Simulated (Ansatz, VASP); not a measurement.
# SrO: VASP beside Ansatz, part 2 of 2

Wanted: the spread between two codes on one cell, functional and k mesh. The cell is taken from a series of VASP runs on this material, whose earlier steps may have relaxed, scaled or displaced it; both programs get it as it stands.

VASP 6.6.1 and Ansatz 0.2.0.

So far: The structure; VASP: relaxation of cell and atoms, PBEsol; Ansatz: relaxation of cell and atoms, PBEsol.

## (4) Differences

Known differences besides the potentials themselves: both relaxations stop at a tolerance, which leaves soft axes loose, and VASP keeps its plane-wave basis; the cutoff is 420 eV in Ansatz and 520 eV in VASP; Ansatz makes its cores anew for this functional, VASP keeps those of its PBE data sets; VASP leaves aspherical gradient terms in its spheres out (LASPH is not set), Ansatz keeps them; Ansatz adds a Pulay correction to the stress that steers its cell, VASP none. Total energies have different zeros and are not compared.

The two programs side by side:

| quantity | Ansatz | VASP | difference |
| --- | --- | --- | --- |
| volume (Å³) | 33.61 | 33.83 | -0.65 % |
| edge a after relaxation, in the typed setting (Å) | 3.623 | 3.630 | -0.22 % |

The walks stopped with -0.03 GPa left in Ansatz and -0.02 GPa in VASP; each walk ends within a tolerance, so the volume difference is uncertain by about these residues over the bulk modulus, most in soft cells.

## (5) Ansatz: relaxation of cell and atoms, LDA

The relaxed volume is the usual yardstick between codes: its relative difference is about their pressure difference at one cell divided by the bulk modulus. The cell compared in this pair holds 32.73 Å³, against 33.83 Å³ for the pair before.

The cell is taken from a series of VASP runs on this material, whose earlier steps may have relaxed, scaled or displaced it; both programs get it as it stands.

input.yaml reads:

```yaml
crystal:
  lattice:
    - [0.0, 2.5388923102, 2.5388923102]
    - [2.5388923102, 0.0, 2.5388923102]
    - [2.5388923102, 2.5388923102, 0.0]
  atoms:
    - { symbol: Sr, position: [0.5, 0.5, 0.5] }
    - { symbol: O, position: [0.0, 0.0, 0.0] }
hamiltonian:
  xc: lda
  pseudopotentials: { kind: paw }
kpoints:
  mp_grid: { grid: [8, 8, 8] }
scf:
  occupations: { method: gaussian, width: 0.03 }
relax:
  f_tol: 0.01
  max_steps: 60
  cell: { stress_tol: 0.05 }
output:
  forces: true
  stress: true
```

Command:

```
> ansatz run input.yaml --threads 4 --pin off --max-ram 9216MiB --backend cpu --events-out ev --progress --plain --runs-dir out
```

Numbers of over 12 decimals in the logs are rounded to 6 here.

What it wrote:

```text
[...]
Crystal: 2 atoms, lattice volume = 32.731 Å³
Basis set: ecut = 420 eV, 609 PW (Γ)
Bands: 12, of which v1, the nominal top of the filled ones, is band 8 counted from 1 (7 counted from 0)
Symmetry: 48 space group operations
[...]
k-points: 29 of 512
[...]
-0.000000      -0.047207      -0.000000
       -0.000000      -0.000000      -0.047207
  P = ⅓ Tr σ = -0.0472 GPa (-0.472 kbar)
--- Relaxed structure (3 steps of the walk, 2 accepted, 1 SCFs on fresh bases) ---
[...]
cell:  # Å, volume = 32.4848 Å³
    - [0, 2.532503, 2.532503]
    - [2.532503, 0, 2.532503]
    - [2.532503, 2.532503, 0]
  atoms:
    - { symbol: Sr, position: [0.500000, 0.500000, 0.500000] }
    - { symbol: O, position: [0, 0, 0] }
[key lines of the parts left out:]
SCF converged after 8 iterations
Free energy (F): -4002.829011 eV
Fermi energy:    9.590429 eV
```

It took 1 s on 4 threads of Arm Neoverse V1, shared host; peak memory 0.23 GiB.

## (6) VASP: relaxation of cell and atoms, LDA

The same cell, functional (in two slightly different forms), mesh and smearing now go to VASP, with its own data sets and cutoff.

INCAR reads:

```
SYSTEM = SrO
PREC = Accurate
ENCUT = 520
EDIFF = 1E-06
NELM = 100
ISMEAR = 0
SIGMA = 0.03
LREAL = .FALSE.
ALGO = Normal
GGA = CA
NBANDS = 14
LORBIT = 11
LWAVE = .FALSE.
LCHARG = .FALSE.
KPAR = 4
IBRION = 2
NSW = 50
ISIF = 3
EDIFFG = -0.006
```

POSCAR reads:

```
SrO
1.0
    0.0000000000      2.5388923102      2.5388923102
    2.5388923102      0.0000000000      2.5388923102
    2.5388923102      2.5388923102      0.0000000000
Sr O
1 1
Direct
    0.5000000000      0.5000000000      0.5000000000
    0.0000000000      0.0000000000      0.0000000000
```

KPOINTS reads:

```
Automatic mesh
0
Gamma
8 8 8
0 0 0
```

Potentials, in the order of the species: Sr_sv and O (LDA family, release 64).

Command:

```
> mpirun -np 4 vasp_std
```

What it wrote:

```text
[banner, memory and clock lines left out]
running    4 mpi-ranks, on    1 nodes
[...]
LDA part: xc-table for (Slater(with rela. corr.)+CA(PZ))
 , standard interpolation
 POSCAR, INCAR and KPOINTS ok, starting setup
[...]
entering main loop
       N       E                     dE             d eps       ncg     rms          rms(c)
DAV:   1     0.620544662864E+02    0.62054E+02   -0.80061E+03   820   0.109E+03
DAV:   2    -0.118398972740E+02   -0.73894E+02   -0.67931E+02  1092   0.229E+02
DAV:   3    -0.155295093887E+02   -0.36896E+01   -0.36730E+01  1250   0.436E+01
DAV:   4    -0.155816679284E+02   -0.52159E-01   -0.52150E-01   976   0.396E+00
[...]
DAV:  11    -0.133876234014E+02   -0.20931E-04   -0.48717E-05   914   0.632E-02    0.187E-02
DAV:  12    -0.133876248526E+02   -0.14512E-05   -0.34371E-06   916   0.148E-02    0.113E-02
DAV:  13    -0.133876245687E+02    0.28395E-06   -0.12628E-06   674   0.846E-03
   1 F= -.13387625E+02 E0= -.13387625E+02  d E =-.133876E+02
[...]
reached required accuracy - stopping structural energy minimisation
```

Parts of OUTCAR (step 6):

```text
  Total       -0.0013853     -0.0013853     -0.0013853      0.0000000     -0.0000000      0.0000000
  in kB       -0.0678076     -0.0678076     -0.0678076      0.0000000     -0.0000000      0.0000000
  external PRESSURE =      -0.0678076 kB  Pullay stress =       0.0000000 kB

 POSITION                                       TOTAL-FORCE (eV/Angst)
 -----------------------------------------------------------------------------------
      2.53889      2.53889      2.53889         0.000000     -0.000000      0.000000
      0.00000      0.00000      0.00000        -0.000000      0.000000     -0.000000
 -----------------------------------------------------------------------------------
    total drift:                                0.000000      0.000000      0.000000

  FREE ENERGIE OF THE ION-ELECTRON SYSTEM (eV)
  ---------------------------------------------------
  free  energy   TOTEN  =       -13.3876245687 eV

  energy  without entropy=      -13.3876245687  energy(sigma->0) =      -13.38762457

[... 2 parts as in an earlier step ...]

[... 2 further parts left out ...]
[key lines of the parts left out:]
E-fermi :   1.6702
```

## (7) Differences

What differs besides the data sets and the points named for the pairs above, as far as they apply: the two LDA forms differ slightly; VASP's log shows a relativistic correction to its local exchange, Ansatz's none. Total energies have different zeros and are not compared.

Both answers:

| quantity | Ansatz | VASP | difference |
| --- | --- | --- | --- |
| volume (Å³) | 32.48 | 32.73 | -0.75 % |
| edge a after relaxation, in the typed setting (Å) | 3.582 | 3.591 | -0.25 % |

The walks stopped with -0.05 GPa left in Ansatz and -0.01 GPa in VASP; each walk ends within a tolerance, so the volume difference is uncertain by about these residues over the bulk modulus, most in soft cells.

## (8) Summary of results

| Item | Value |
| --- | --- |
| difference in volume (relaxation of cell and atoms, PBEsol) | -0.65 % |
| difference in volume (relaxation of cell and atoms, LDA) | -0.75 % |

**Reading.** The difference in volume is -0.75 % (relaxation of cell and atoms, LDA), within the 1.2 % picked in this series as the mark of a large difference, as far as the stopping tolerances let one tell. How closely two codes agree says nothing of how well the functional describes the real material.

[Lines on the potential files, build, host, timing and source positions are cut from VASP's logs without a mark.]

[Logs are printed without paths, hosts, clocks, repeated set-up lines and the standing remarks that a program may print on its own settings, such as how far it seeks lower states.]

[Hosts, paths, dates, database ids (printed as entryN), source tags and the programs' standing remarks are cut or masked in the printed files.]
